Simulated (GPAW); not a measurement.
# Energy mapping worked by hand: free-standing square Ru monolayer, spacing 3.288 A

Can a spin model with one coupling foretell the energy of a further order of free-standing square Ru monolayer, spacing 3.288 A?

Method: LDA; plane waves with GPAW's PAW setups, scalar-relativistic, in GPAW 26.7.0.

### Step 1. Set-up

The cell holds 1 atom: 1 Ru. Its edges and angles: a = 3.288 Å, b = 3.288 Å, c = 14.000 Å, α = 90.0°, β = 90.0°, γ = 90.0°. model lattice. Vacuum lies along c.

### Step 2. The parallel order

All energies count from this run.

File order1.py:

```python
import json
import numpy as np
from ase import Atoms
from ase.parallel import paropen, parprint
from gpaw import GPAW

atoms = Atoms(['Ru'],
    cell=[[3.288, 0.0, 0.0],
         [0.0, 3.288, 0.0],
         [0.0, 0.0, 14.0]],
    scaled_positions=[[0.0, 0.0, 0.5]],
    pbc=True,
    magmoms=[1.5])
atoms.calc = GPAW(mode={'name': 'pw', 'ecut': 550},
    xc='LDA',
    kpts={'size': (8, 8, 1), 'gamma': True},
    occupations={'name': 'fermi-dirac', 'width': 0.05},
    convergence={'density': 1e-05, 'energy': 1e-05},
    maxiter=200,
    symmetry={'tolerance': 1e-4},
    txt='order1.txt')
e = atoms.get_potential_energy(force_consistent=True)
res = {'free_energy': e, 'energy_sigma0': atoms.get_potential_energy(), 'fermi_energy': atoms.calc.get_fermi_level()}
res['moments'] = atoms.get_magnetic_moments().tolist()
res['total'] = atoms.get_magnetic_moment()
parprint('site moments (muB):', np.round(res['moments'], 3))
parprint(f"total moment: {res['total']:.3f} muB")
parprint(f'free energy: {e:.6f} eV')
atoms.calc.write('order1.gpw')
with paropen('results.json', 'w') as f:
    json.dump(res, f)
```

On the command line:

```bash
OMP_NUM_THREADS=1 python3 order1.py > order1.log
```

Log:

```text
site moments (muB): [2.479]
total moment: 2.842 muB
free energy: -4.907058 eV

--- order1.txt ---
Input parameters:
  mode=PW(ecut=550),
  convergence={'density': 1e-05, 'energy': 1e-05},
  kpts=MonkhorstPack(size=(8, 8, 1), gamma=True),
  maxiter=200,
  occupations=Occupations(name='fermi-dirac', width=0.05),
  symmetry=Symmetry(tolerance=0.0001),
  xc=XC(name='LDA')

Diagonalizing LCAO Hamiltonian
[...]
|          3 |       -45.870 |     1.000 |       -44.166 |     1.000 |
|          4 |        -6.275 |     1.000 |        -5.564 |     1.000 |
[...]
|          9 |        -3.824 |     1.000 |        -2.050 |     0.000 |
|         10 |        -1.521 |     0.000 |        -1.085 |     0.000 |
|         11 |         1.325 |     0.000 |         1.413 |     0.000 |
|         12 |         2.522 |     0.000 |         2.617 |     0.000 |

No gap
No difference between direct/indirect transitions


[key lines of the parts left out:]
Free energy:      -4.907058
Converged in 15 steps
dipole moment: (-11.304466, -11.304466, 0.000001)  # |e|*Ang
Fermi level: -3.176
```

Wall time 32 s (1 MPI rank of Intel Xeon Platinum 8488C (Sapphire Rapids), shared host); peak memory 0.22 GiB.

Spin moment in the augmentation sphere by atom:

```
atom  spin moment in the augmentation sphere (μB)
 Ru1                                         2.48
```

Numbers from this step:

* magnetization: 2.842 μB
* final state: ferromagnetic

After 15 cycles the largest moment stands at 2.48 μB.

### Step 3. The orders used for the fit

The other orders were run with the same settings, on meshes that hold the same points. Free energies (smearing 0.05 eV, its entropy term included) are divided by the number of Ru atoms; q is in fractions of the reciprocal vectors of the first run's cell.

```
            order  atoms   mesh  free energy (eV)  eV per Ru  largest moment (μB)
              F +      1  8×8×1           -4.9071    -4.9071                 2.48
AF q=(0,1/2,0) +-      2  8×4×1           -9.5916    -4.7958                 2.25
```

### Step 4. Counting neighbours

With E = −Σ J e_i·e_j over ordered pairs of unit vectors, turning a neighbour from parallel to opposed costs 2J a Ru atom. So an order lies 2 Σ n J over the parallel one, n being the opposed neighbours in each shell.

```
shell  distance (Å)  neighbours  opposed in AF q=(0,1/2,0) +-  opposed in AF q=(1/2,1/2,0) +-
   J1          3.29           4                             2                               4
   J2          4.65           4                             4                               0
```

Only J1 is kept.

### Step 5. Solving

```
2 × 2 × J1 = +111.24 meV    (AF q=(0,1/2,0) +-)
J1 = +27.81 meV
```

### Step 6. The test

The couplings now give the orders that were left out:

```
2 × 4 × (+27.81) = +222.48 meV    (AF q=(1/2,1/2,0) +-)
```

The runs themselves:

```
              order  atoms   mesh  free energy (eV)  eV per Ru  largest moment (μB)  over the parallel order (meV)  foretold (meV)
AF q=(1/2,1/2,0) +-      2  4×8×1           -9.3507    -4.6754                 2.17                        +231.70         +222.48
```

### Step 7. Results

```yaml
j1_ru_ru_at_3p29_a: 27.8 meV
largest_miss_on_the_orders_left_out: 9.2 meV
```

The model misses the order left out by 9.2 meV, 4.0 % of the span of the orders, so it holds on this test. The first dropped shell that the test feels is J2 at 4.65 Å. The site moments spread by 12 % over the orders, so moments are not rigid and part of the miss lies outside a spin model. In a metal couplings reach far, and the mesh was not tested. The couplings are effective ones: further shells with opposed neighbours are folded into them or show in the miss. No mean-field temperature is given: it needs a model that holds, an unfrustrated order and couplings in all three dimensions.

[Logs and program files are shortened in this print: banners, set-up blocks, solver, clock and traceback lines can be left out without a mark of their own.]

[Logs are printed without paths, hosts, clocks, repeated set-up lines and the standing remarks that a program may print on its own settings, such as how far it seeks lower states.]

[Hosts, paths, dates, database ids (printed as entryN), source tags and the programs' standing remarks are cut or masked in the printed files.]

[Where a cell is said to come from a database of computed structures, the database is the Materials Project.]
